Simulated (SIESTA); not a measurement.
# CdS (Greenockite) in SIESTA: convergence with basis size

Input of the first run (basis size SZ); the others differ in this setting and in those tied to it:

File CdS.fdf:

```
SystemName                      Greenockite
SystemLabel                     CdS
NumberOfSpecies                 2
NumberOfAtoms                   4
%block ChemicalSpeciesLabel
  1  48 Cd
  2  16 S
%endblock ChemicalSpeciesLabel

LatticeConstant                 1.0 Ang
%block LatticeVectors
     4.1500000000     0.0000000000     0.0000000000
    -2.0750000000     3.5940054257     0.0000000000
     0.0000000000     0.0000000000     6.7370000000
%endblock LatticeVectors
AtomicCoordinatesFormat         Fractional
%block AtomicCoordinatesAndAtomicSpecies
     0.6523770000     0.3348300000     0.4982200000  1  Cd
     0.3323570000     0.6638290000     0.0023890000  1  Cd
     0.6625740000     0.3325360000     0.8727730000  2  S
     0.3393890000     0.6704910000     0.3751140000  2  S
%endblock AtomicCoordinatesAndAtomicSpecies

%block kgrid.MonkhorstPack
    5   0   0  0.0
    0   5   0  0.0
    0   0   3  0.0
%endblock kgrid.MonkhorstPack
XC.Functional                   GGA
XC.Authors                      PBE
PAO.BasisSize                   SZ
PAO.EnergyShift                 0.002 Ry
Mesh.Cutoff                     800 Ry
OccupationFunction              FD
ElectronicTemperature           0.05 eV
MaxSCFIterations                120
SCF.MustConverge                false
SCF.Mixer.Method                Pulay
SCF.Mixer.Weight                0.25
SCF.Mixer.History               8
SCF.DM.Tolerance                5.0e-05
SCF.H.Tolerance                 1.0e-03 eV
WriteForces                     true
Charge.Mulliken                 end
```

Potentials or basis: PseudoDojo 0.4 standard (PBE files), SZ (energy shift 0.002 Ry).

Run with:

```bash
$ siesta < CdS.fdf > CdS.out 2>&1
```

The cell isn't the ideal one: atoms moved at random, drawn with an rms of 0.05 Å.

Hardware: 1 thread of Arm Neoverse V1 (shared host).

```
basis size  energy less the tightest run, at zero smearing (meV/atom)  pressure (GPa)  largest force (eV/Å)  SCF cycles  CPU time (s)  peak memory (GiB)
        SZ                                                    1500.99            8.18                 0.540          10            14               0.25
       SZP                                                     184.69            3.52                 0.512          10            35               0.34
        DZ                                                     706.59            5.39                 0.545          10            19               0.27
       DZP                                                     109.71            2.97                 0.466          10            42               0.36
      DZDP                                                      45.00            3.07                 0.467          10            60               0.42
       TZP                                                      63.55            2.83                 0.450          10            53                0.4
      TZDP                                                       8.98            2.97                 0.458          10            74               0.45
      TZTP                                                       0.00            2.76                 0.458          10           110               0.52
```

Against the tightest run, the largest force stays within 0.005 eV/Å from TZDP on. Not settled before the last step: the energy (to 1 meV/atom), the pressure (to 0.1 GPa). The tightest run that finished is the yardstick and may itself not be fully converged.

Caveat, for the tightest run too: semicore shells carry a single zeta, which can move pressures by several GPa and volumes by a few percent; the basis of atomic orbitals isn't converged, which shifts pressures, moduli and gaps.
